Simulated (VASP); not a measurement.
Mg:

```xyz
3
Lattice="4.1167 0.0000 0.0000 -2.0583 3.5651 0.0000 0.0000 0.0000 4.6705" Properties=species:S:1:pos:R:3 pbc="T T T"
Mg    0.9279    0.0000    1.5568
Mg   -0.4639    0.8036    3.1137
Mg    1.5944    2.7615    0.0000
```

The cell was built by a generator and needn't be a form met in nature.

```yaml
Program: VASP 6.6.1
Task: relaxation of cell and atoms
Functional: r2SCAN
Potentials_or_basis: VASP PAW PBE potentials, release 64 (Mg)
Cutoff: 600 eV
k_mesh: 6 × 6 × 4
Occupations: gaussian, width 0.1 eV
Spin: no spin polarisation
```

At the start: pressure 15.4 GPa; volume 22.85 Å³/atom.

**Question.** Where does the relaxation end?

**Answer.** Over 27 steps the energy falls by 1446.4 meV/atom and the volume is 22.36 Å³/atom (-2.2 %); space group Im-3m (No. 229, to 0.05 Å).

Step by step:
| step | energy change (eV) | largest force (eV/Å) | pressure (GPa) | volume (Å³) |
| --- | --- | --- | --- | --- |
| 1 | 0.0000 | 4.8925 | 15.38 | 68.55 |
| 2 | -2.5586 | 0.8575 | -1.42 | 92.62 |
| 3 | -2.5894 | 0.6063 | -2.28 | 96.75 |
| 4 | -2.7252 | 0.5448 | -1.80 | 91.11 |
| 5 | -2.9001 | 0.2691 | 0.89 | 77.70 |
| 6 | -2.9319 | 0.1087 | 0.42 | 78.75 |
| 7 | -2.9664 | 0.0937 | -0.16 | 80.28 |
| 8 | -2.9890 | 0.3316 | -0.93 | 83.25 |
| 9 | -3.0031 | 0.3533 | -0.99 | 83.40 |
| 10 | -3.0341 | 0.4467 | -1.17 | 83.81 |
| 11 | -3.0436 | 0.5856 | -1.39 | 84.34 |
| 12 | -3.0916 | 0.5910 | -1.31 | 83.25 |
| 13 | -3.2530 | 0.6271 | -1.11 | 79.93 |
| 14 | -3.5933 | 0.6042 | -0.19 | 73.10 |
| 15 | -4.1172 | 0.3487 | 7.06 | 58.75 |
| 16 | -4.1387 | 0.5251 | 2.24 | 65.00 |
| 17 | -4.2149 | 0.4429 | 4.28 | 61.75 |
| 18 | -4.2666 | 0.2756 | 3.26 | 62.74 |
| 19 | -4.2673 | 0.2452 | 3.10 | 62.91 |
| 20 | -4.3105 | 0.2039 | 1.52 | 64.98 |
| 21 | -4.3298 | 0.1345 | -0.70 | 68.52 |
| 22 | -4.3308 | 0.1462 | -0.36 | 67.90 |
| 23 | -4.3308 | 0.1481 | -0.29 | 67.80 |
| 24 | -4.3335 | 0.1278 | -0.21 | 67.61 |
| 25 | -4.3379 | 0.0602 | 0.08 | 67.07 |
| 26 | -4.3381 | 0.0396 | 0.16 | 66.92 |
| 27 | -4.3392 | 0.0119 | 0.07 | 67.07 |

Final structure:
```xyz
3
Lattice="4.9894 0.0000 0.0000 -2.4947 4.3209 0.0000 0.0000 0.0000 3.1111" Properties=species:S:1:pos:R:3 pbc="T T T"
Mg    1.6655    0.0000    1.0370
Mg    4.1566    1.4424    2.0741
Mg    1.6619    2.8785    0.0000
```

Caveat: the PAW data sets were made with another functional, which shifts forces and pressure a little.
